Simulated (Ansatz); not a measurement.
# TaN (Fm-3m): following an unstable mode, part 3 of 3

Wanted: the energy along a soft mode of TaN (Fm-3m) and the structure at the end.

Ansatz 0.2.0; DFT PBEsol, scalar-relativistic, plane waves, PAW; PAW set soft_1.

So far. Step 5 (Energy along the mode, all amplitudes (two of the runs …): The lowest of the steps tried is at 0.14 Å, 19.9 meV/atom below the parent; the bottom of the well need not coincide with a step. Step 7 (The new phase in its own primitive cell): The largest force component left is 0.14 meV/Å and the pressure is 0.002 GPa, within the tolerances set. The cell now holds 10.48 Å³/atom. The relaxed cell has a, b, c = 6.144, 6.294, 8.673 Å (conventional setting).

### Step 8. Modes of the new phase, k-mesh 10×10×10

A relaxed structure may still be a saddle point, so its zone-centre modes are computed. No field response is asked, since the mesh shows no gap.

Contents of input.yaml:

```yaml
crystal:
  lattice:
    - [0.0, 3.1468731395, 4.3366927514]
    - [3.0720194799, 0.0, 4.3366927514]
    - [3.0720194799, 3.1468731395, 0.0]
  atoms:
    - { symbol: Ta, position: [0.7272801658, 0.2727198342, 0.2727198342] }
    - { symbol: Ta, position: [0.2727198342, 0.7272801658, 0.7272801658] }
    - { symbol: Ta, position: [0.9772801658, 0.5227198342, 0.5227198342] }
    - { symbol: Ta, position: [0.5227198342, 0.9772801658, 0.9772801658] }
    - { symbol: "N", position: [0.4740314803, 0.0259685197, 0.4740314803] }
    - { symbol: "N", position: [0.0259685197, 0.4740314803, 0.0259685197] }
    - { symbol: "N", position: [0.7759685197, 0.2240314803, 0.7759685197] }
    - { symbol: "N", position: [0.2240314803, 0.7759685197, 0.2240314803] }
kpoints:
  mp_grid: { grid: [10, 10, 10] }
hamiltonian:
  xc: pbesol
  pseudopotentials: { kind: paw, azcp: { folder: soft_1 }, xc_functional: pbe }
scf:
  occupations: { method: methfessel_paxton, width: 0.2 }
output:
  eigenvalues: true
phonons:
  method: dfpt
```

Started as:

```
ansatz run input.yaml --threads 4 --pin off --max-ram 10240MiB --backend cpu --events-out ev --progress --plain --runs-dir out
```

Numbers of over 12 decimals in the logs are rounded to 6 here.

What it wrote:

```text
[...]
Crystal: 8 atoms, lattice volume = 83.848 Å³
Basis set: ecut = 420 eV, 1635 PW (Γ), exchange–correlation on 72×72×72 points (8 copies of the dense FFT grid, shifted against one another)
Bands: 44, of which v1, the nominal top of the filled ones, is band 36 counted from 1 (35 counted from 0)
Symmetry: 8 space group operations
k-points: 504 of 1000 (irreducible under 1 space group operation, time reversal used)
[...]
SCF iter   1: F=—  HF=-40752.746360 eV  |F-HF|=—  |Δ(HF+E_count)|=         —  Δρ=5.12e-2  dr2=2.34e0  ethr=3.10e-3  ⟨swp⟩=4.5  Hψ=82056  notcnv=0
[...]
SCF iter  10: F=-40752.199671 eV  HF=-40752.199671 eV  |F-HF|=1.46e-11  |Δ(HF+E_count)|=  7.28e-12  S|Δr|=    0.00e0  Δρ=3.39e-8  dr2=9.55e-13  ethr=1.00e-12  ⟨swp⟩=11.2  Hψ=104807  notcnv=0
SCF 1 converged in 10 iterations: F = -40752.199671 eV  dr2 = 9.55e-13
[...]
DFPT response loops at Γ: preconditioner auto → Kerker (q_TF=auto, 2.660 Å⁻¹) (partly filled bands, converged f_vac=0.000); β = 1.00, the filter's whole step (`scf.mixing.beta` (0.50) is not read by the response loops under this deck's `scf.mixing.preconditioner`; to damp them name `kerker` or `kerker_dos`, under which they read `scf.mixing.beta`, and type it under 1.00, their step now; both keys bind the ground state too); Broyden in place of MSR1
SCF converged after 10 iterations
[...]
Free energy (F): -40752.199671 eV
[...]
Internal energy: -40752.196768 eV  (E = F + TS)
E sigma→0 (E₀):  -40752.198945 eV
Entropy (-TS):   -0.002903 eV (-0.363 meV/atom)
Fermi energy:    21.337194 eV
[...]
--- Band table (eV; the first three rows and the last of 504) ---
  k-point 0: bands = [... 32 lower, 18.0110, 19.0867, 19.5760, 19.9717, 21.0512, 21.2501, 21.6249, 21.7994, ... 4 higher]
  k-point 1: bands = [... 32 lower, 17.7701, 19.2355, 19.7728, 20.1375, 20.9227, 20.9749, 21.9608, 22.0032, ... 4 higher]
  k-point 2: bands = [... 32 lower, 18.0746, 19.2673, 20.1422, 20.5490, 20.6330, 20.8533, 22.3081, 22.6272, ... 4 higher]
  k-point 503: bands = [... 32 lower, 19.2508, 19.7076, 20.1799, 21.0411, 21.2608, 22.9074, 23.2293, 23.3168, ... 4 higher]
--- Phonons (Γ-DFPT): 6 representative perturbations + reference, on 504 of 1000 k-points (Σ response iterations 21) ---
  k mesh reduced under 1 symmetry operation, with k and −k counted as one. Each operation leaves every solved perturbation unchanged. A smaller set is not used because it would not reduce the number of displacements times k-points to solve
  ASR residual: 3.190e-5 → 0.000e0 eV/Å²; symmetrization residual: 1.092e-5 eV/Å²
  ASR residual per site (eV/Å²): 3.19e-5 3.19e-5 3.19e-5 3.19e-5 2.14e-5 2.14e-5 2.14e-5 2.14e-5
  Γ frequencies (cm⁻¹): -105.96 -83.41 0.00 0.00 0.00 73.53 74.51 109.22 137.84 140.38 144.23 159.87 396.68 420.35 431.38 451.34 472.61 476.96 492.37 500.26 510.92 514.21 622.05 624.81
  non-analytic LO–TO correction: not included (Born effective charges unavailable; polar crystals: no LO–TO splitting at Γ)
```

The job ended after 7.1 min (4 threads of Arm Neoverse V1, shared host; peak memory 5.4 GiB).

This step gave:

```
sum-rule residual before enforcement                    : 3.19e-5 eV/Å²
point group                                             : mmm
highest optical mode at the zone centre (no LO-TO term) : 624.8 cm⁻¹
lowest optical zone-centre mode                         : -106.0 cm⁻¹
```

Patterns of degenerate modes are one choice out of their space. The modes at Γ (shares of kinetic energy by element, %) (negative means imaginary):

```
mode  frequency (cm⁻¹)  symmetry  Ta %  N %
   1            -106.0       B1g    89   11
   2             -83.4       B2g    92    8
   3               0.0  acoustic    93    7
   4               0.0  acoustic    93    7
   5               0.0  acoustic    93    7
   6              73.5       B1u    90   10
   7              74.5       B3g    95    5
   8             109.2       B1g    95    5
   9             137.8       B2u   100    0
  10             140.4       B2g   100    0
  11             144.2        Au    97    3
  12             159.9        Ag    98    2
  13             396.7       B3u     7   93
  14             420.4       B1u     9   91
  15             431.4       B1g     8   92
  16             451.3       B3g     4   96
  17             472.6       B1u     8   92
  18             477.0       B2u     8   92
  19             492.4       B1g     9   91
  20             500.3       B2g     8   92
  21             510.9        Ag     2   98
  22             514.2        Au     3   97
  23             622.0       B3u     0  100
  24             624.8       B3g     0  100
```

Displacements in mode 1 (-106.0 cm⁻¹), the largest set to 1:
```
Ta1  0.00 -0.46  0.86
Ta2  0.00  0.46  0.86
Ta3  0.00 -0.46 -0.86
Ta4  0.00  0.46 -0.86
N5   0.71  0.00  1.00
N6  -0.71  0.00  1.00
N7  -0.71  0.00 -1.00
N8   0.71  0.00 -1.00
```

Displacements in mode 2 (-83.4 cm⁻¹), the largest set to 1:
```
Ta1  0.00  0.89 -0.36
Ta2  0.00  0.89  0.36
Ta3  0.00 -0.89 -0.36
Ta4  0.00 -0.89  0.36
N5   0.00 -1.00  0.00
N6   0.00 -1.00  0.00
N7   0.00  1.00  0.00
N8   0.00  1.00  0.00
```

Before it was imposed, the acoustic sum rule was missed by 3.2e-5 eV/Å². Small misses are needed for a sound result but don't prove that mesh and cutoff are converged. The lowest optical mode is imaginary, 106.0i cm⁻¹, so the energy falls along it.

### Step 9. Summary of results

```yaml
unstable_mode_of_the_parent: q = (0.25, -0.5, -0.25), 179i cm⁻¹
depth_at_the_lowest_point_sampled: 19.9 meV/atom
largest_atomic_shift_at_that_point: 0.14 Å
space_group_reached_within_0p01_a: Fddd
energy_gained_over_the_parent_first_relaxation_on_the_mesh_of_the_frozen_mode: 34.7 meV/atom
volume_per_atom_phase_reached: 10.5 Å³
lowest_optical_zone_centre_mode_phase_reached: -106 cm⁻¹
highest_optical_mode_at_the_zone_centre_no_lo_to_term_phase_reached: 625 cm⁻¹
```

In words: Along this mode the structure falls into Fddd, 34.7 meV/atom below the parent. At the parent's cell the well is 19.92 meV/atom deep on the steps tried, with its lowest point at a shift of 0.14 Å. Relaxing atoms and cell changes the gain by +14.77 meV/atom against the lowest step (energies at zero smearing). The new phase still has an imaginary mode at the zone centre of its cell, so it is a saddle point on the way to a lower structure. Of the 4 patterns followed to their end from this parent, this one ends 23.5 meV/atom above the lowest, P4/nmm. Each path keeps the symmetry of its pattern, so a lower phase may lie along a pattern not tried. With no gap, or one that is small against the smearing, the frequencies hang on the k mesh and the smearing, most of all near Kohn anomalies. Spin-orbit coupling is left out, which can matter for the heavy elements here. The PAW files were made for PBE and serve the other functionals too.

[Logs are printed without paths, hosts, clocks, repeated set-up lines and the standing remarks that a program may print on its own settings, such as how far it seeks lower states.]

[Hosts, paths, dates, database ids (printed as entryN), source tags and the programs' standing remarks are cut or masked in the printed files.]
